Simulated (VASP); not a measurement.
# CoO (P3m1) in VASP: a series of runs, part 2 of 2

VASP 6.6.1. Earlier steps stand in the parts before.

### Step 4. Single point, PBE, collinear spin, ferromagnetic start

The input, INCAR:

```
ADDGRID = F ; ALGO = Normal
EDIFF = 1E-4 ; ENCUT = 450
GGA = PE ; ISIF = 2
ISMEAR = 0 ; ISPIN = 2
LASPH = T ; LCHARG = F
LMAXMIX = 4 ; LORBIT = 11
LREAL = Auto ; LWAVE = F
MAGMOM = 2 2 0 0 ; NELM = 100
PREC = Normal ; SIGMA = 0.05
```

The input, KPOINTS:

```
k-points
0
Gamma
  4 4 2
```

The input, POSCAR:

```
CoO
1.0
    3.1976457435      0.0000000000      0.0000000000
   -1.5988228718      2.7692424462      0.0000000000
    0.0000000000      0.0000000000      5.2287097100
Co O
2 2
Direct
    0.3333333333      0.6666666667      0.5033624100
    0.0000000000      0.0000000000      0.0034741400
    0.3333333333      0.6666666667      0.8715556000
    0.0000000000      0.0000000000      0.3716088500
```

Potentials or basis: VASP PAW PBE potentials, release 64 (Co, O).

Command:

```sh
$ cat potpaw_PBE.64/Co/POTCAR potpaw_PBE.64/O/POTCAR > POTCAR
$ mpirun -np 1 vasp_std > vasp.out
```

OUTCAR:

```text
EDIFF = 1E-4
   ENCUT = 450
   GGA = PE
   ISIF = 2
   ISMEAR = 0
   ISPIN = 2
   LASPH = T
   LORBIT = 11
   LREAL = Auto
   NELM = 100
   PREC = Normal

 Found      8 irreducible k-points:

 Following reciprocal coordinates:
            Coordinates               Weight
  0.000000  0.000000  0.000000      1.000000
  0.250000  0.000000  0.000000      6.000000
  0.500000  0.000000  0.000000      3.000000
  0.250000  0.250000  0.000000      6.000000
  0.000000  0.000000  0.500000      1.000000
  0.250000  0.000000  0.500000      6.000000
   k-points           NKPTS =      8   k-points in BZ     NKDIM =      8   number of bands    NBANDS=     21
   number of dos      NEDOS =    301   number of ions     NIONS =      4
   total plane-waves  NPLWV =   9072
   dimension x,y,z NGX =    18 NGY =   18 NGZ =   28
   dimension x,y,z NGXF=    36 NGYF=   36 NGZF=   56
   ions per type =               2   2
   NGX,Y,Z   is equivalent  to a cutoff of   9.36,  9.36,  8.90 a.u.
   NGXF,Y,Z  is equivalent  to a cutoff of  18.72, 18.72, 17.81 a.u.
 SYSTEM =  unknown system
   PREC   = normal    normal or accurate (medium, high low for compatibility)
   ISTART =      0    job   : 0-new  1-cont  2-samecut
   ICHARG =      2    charge: 1-file 2-atom 10-const
   ISPIN  =      2    spin polarized calculation?
   LNONCOLLINEAR =      F non collinear calculations
   LSORBIT =      F    spin-orbit coupling
   LASPH  =      T    aspherical Exc in radial PAW
   ENCUT  =  450.0 eV  33.07 Ry    5.75 a.u.   5.53  5.53  9.04*2*pi/ulx,y,z
   NELM   =    100;   NELMIN=  2; NELMDL= -5     # of ELM steps
   EDIFF  = 0.1E-03   stopping-criterion for ELM
   LREAL  =      T    real-space projection
   EDIFFG = 0.1E-02   stopping-criterion for IOM
   NSW    =      0    number of steps for IOM
   IBRION =     -1    ionic relax: 0-MD 1-quasi-New 2-CG
   NFREE  =      0    steps in history (QN), initial steepest desc. (CG)
   ISIF   =      2    stress and relaxation
   ISYM   =      2    0-nonsym 1-usesym 2-fastsym
   POTIM  = 0.5000    time-step for ionic-motion
   TEBEG  =    0.0;   TEEND  =   0.0 temperature during run
   PSTRESS=    0.0 pullay stress
   NELECT =      30.0000    total number of electrons
   NUPDOWN=      -1.0000    fix difference up-down
   EMIN   =  10.00;   EMAX   =-10.00  energy-range for DOS
   EFERMI =   0.00;   METHOD = LEGACY
[... 39 lines left out ...]
 Fermi energy:         6.0729798002

 spin component 1

 k-point     1 :       0.0000    0.0000    0.0000
  band No.  band energies     occupation
      1     -13.9702      1.00000
      2     -13.3384      1.00000
      3      -1.0071      1.00000
      4      -0.2233      1.00000
      5      -0.0625      1.00000
      6      -0.0625      1.00000
[... 133 lines left out ...]
     20       9.9269      0.00000
     21      15.6438      0.00000

 [... further k-points ...]

 spin component 2

 k-point     1 :       0.0000    0.0000    0.0000
  band No.  band energies     occupation
      1     -13.4162      1.00000
      2     -12.7534      1.00000
      3      -0.4608      1.00000
      4       1.0727      1.00000
      5       1.2376      1.00000
      6       1.2376      1.00000
[... 133 lines left out ...]
     20      10.7423      0.00000
     21      16.4689      0.00000

 [... further k-points ...]

------------------------ aborting loop because EDIFF is reached ----------------------------------------

  FORCE on cell =-STRESS in cart. coord.  units (eV):
  Direction    XX          YY          ZZ          XY          YZ          ZX
  --------------------------------------------------------------------------------------
  -------------------------------------------------------------------------------------
  Total        0.1274948      0.1274948      0.5946269     -0.0000000     -0.0000000      0.0000000
  in kB        4.4118149      4.4118149     20.5763955     -0.0000000     -0.0000000      0.0000000
  external PRESSURE =       9.8000084 kB  Pullay stress =       0.0000000 kB

 VOLUME and BASIS-vectors are now :
 -----------------------------------------------------------------------------
  energy-cutoff  :      450.00
  volume of cell :       46.30
      direct lattice vectors                 reciprocal lattice vectors
     3.197645743  0.000000000  0.000000000     0.312730077  0.180554794  0.000000000
    -1.598822872  2.769242446  0.000000000     0.000000000  0.361109588  0.000000000
     0.000000000  0.000000000  5.228709710     0.000000000  0.000000000  0.191251773

 POSITION                                       TOTAL-FORCE (eV/Angst)
 -----------------------------------------------------------------------------------
     -0.00000      1.84616      2.63194        -0.000000     -0.000000     -0.245793
      0.00000      0.00000      0.01817        -0.000000      0.000000     -0.248840
     -0.00000      1.84616      4.55711         0.000000      0.000000      0.247247
      0.00000      0.00000      1.94303         0.000000      0.000000      0.247386
 -----------------------------------------------------------------------------------
    total drift:                                0.000008      0.000012      0.003083

  FREE ENERGIE OF THE ION-ELECTRON SYSTEM (eV)
  ---------------------------------------------------
  free  energy   TOTEN  =       -26.6056902965 eV

  energy  without entropy=      -26.6023459331  energy(sigma->0) =      -26.60401811

 total charge

# of ion       s       p       d       tot
------------------------------------------
    1        0.348   0.436   7.188   7.971
    2        0.348   0.435   7.188   7.971
    3        1.560   3.453   0.000   5.013
    4        1.560   3.453   0.000   5.014
--------------------------------------------------
tot          3.816   7.777  14.375  25.969

 magnetization (x)

# of ion       s       p       d       tot
------------------------------------------
    1        0.017   0.059   2.425   2.502
    2        0.017   0.059   2.425   2.502
    3        0.022   0.290   0.000   0.312
    4        0.022   0.290   0.000   0.312
--------------------------------------------------
tot          0.079   0.698   4.850   5.628
```

OSZICAR:

```text
N       E                     dE             d eps       ncg     rms          rms(c)
DAV:   1     0.240751780549E+03    0.24075E+03   -0.13000E+04   672   0.150E+03
DAV:   2    -0.236994730018E+01   -0.24312E+03   -0.22539E+03   692   0.349E+02
DAV:   3    -0.311167190756E+02   -0.28747E+02   -0.27261E+02   777   0.138E+02
DAV:   4    -0.319832165589E+02   -0.86650E+00   -0.86337E+00   707   0.270E+01
DAV:   5    -0.320112086737E+02   -0.27992E-01   -0.27986E-01   902   0.428E+00    0.246E+01
DAV:   6    -0.304260538041E+02    0.15852E+01   -0.63341E+01   911   0.117E+02    0.314E+01
DAV:   7    -0.263496729381E+02    0.40764E+01   -0.16277E+01   860   0.954E+01    0.110E+01
DAV:   8    -0.266779778480E+02   -0.32830E+00   -0.30362E+00   746   0.139E+01    0.702E+00
DAV:   9    -0.265259197420E+02    0.15206E+00   -0.12993E+00  1148   0.149E+01    0.278E+00
DAV:  10    -0.266158951266E+02   -0.89975E-01   -0.24001E-01   920   0.664E+00    0.168E+00
DAV:  11    -0.266193207995E+02   -0.34257E-02   -0.18202E-01  1059   0.702E+00    0.179E+00
DAV:  12    -0.266054213232E+02    0.13899E-01   -0.11936E-01  1058   0.567E+00    0.367E-01
DAV:  13    -0.266056577629E+02   -0.23644E-03   -0.87071E-03   946   0.124E+00    0.137E-01
DAV:  14    -0.266056902965E+02   -0.32534E-04   -0.57397E-04   670   0.261E-01
   1 F= -.26605690E+02 E0= -.26604018E+02  d E =-.334436E-02  mag=     5.8635
```

It took 15 s on 1 thread of Intel Xeon Platinum 8375C at 2.90GHz (Ice Lake), shared host; peak memory 0.14 GiB.

These settings aren't checked as converged: the numbers below hold their error.

What came out:

| Item | Value |
| --- | --- |
| Free energy | -26.6057 eV |
| Largest force | 0.249 eV/Å |
| Band gap on the k mesh | none (metal or under the smearing width) |
| Net moment | 5.87 μB per cell |
| Site moments | Co +2.50; O +0.31 μB |
| Valence electrons inside the program's atomic spheres | Co 7.97; O 5.01 |

Caveat: the k mesh is coarse (spacing up to 0.60 Å⁻¹), so the values aren't converged; the cutoff is under 1.25 times the usual one of these potentials, so pressure, stress and relaxed cells hold a basis-set (Pulay) error; semilocal functionals often make such compounds metallic where correlation or magnetic order opens a gap, which also shifts bond lengths.

### Step 5. Single point, PBE, collinear spin, ferromagnetic start

The input, INCAR:

```
ADDGRID = F ; ALGO = Normal
EDIFF = 1E-6 ; ENCUT = 700
GGA = PE ; ISIF = 2
ISMEAR = 0 ; ISPIN = 2
LASPH = T ; LCHARG = F
LMAXMIX = 4 ; LORBIT = 11
LREAL = F ; LWAVE = F
MAGMOM = 2 2 0 0 ; NELM = 100
PREC = Accurate ; SIGMA = 0.05
```

The input, KPOINTS:

```
k-points
0
Gamma
  3 3 2
```

POSCAR is that of step 4.

Command:

```sh
$ cat potpaw_PBE.64/Co/POTCAR potpaw_PBE.64/O/POTCAR > POTCAR
$ mpirun -np 1 vasp_std > vasp.out
```

It took 34 s on 1 thread of Intel Xeon Platinum 8375C at 2.90GHz (Ice Lake), shared host; peak memory 0.21 GiB.

These settings aren't checked as converged: the numbers below hold their error.

Results:

```yaml
Free_energy: -26.7404 eV
Pressure: -0.9 GPa
Largest_force: 0.225 eV/Å
Band_gap_on_the_k_mesh: none (metal or under the smearing width)
Net_moment: 5.78 μB per cell
Site_moments: Co +2.46; O +0.32 μB
Valence_electrons_inside_the_program's_atomic_spheres: Co 7.97; O 4.99
```

Caveat: the k mesh is coarse (spacing up to 0.76 Å⁻¹), so the values aren't converged; semilocal functionals often make such compounds metallic where correlation or magnetic order opens a gap, which also shifts bond lengths.

### Step 6. For comparison

An earlier run on the cell as given: functional PBE; potentials or basis VASP PAW PBE potentials, release 64 (Co, O); cutoff 520 eV; k mesh 10 × 10 × 5; occupations fermi-dirac, width 0.05 eV; collinear spin, ferromagnetic start; starting moments [2.0, 2.0, 0.0, 0.0] μB.

- Pressure: 1.4 GPa
- Largest force: 0.310 eV/Å
- Band gap on the k mesh: none (metal or under the smearing width)
- Net moment: 5.85 μB per cell
- Site moments: Co +2.50; O +0.31 μB
- Valence electrons inside the program's atomic spheres: Co 7.97; O 5.00
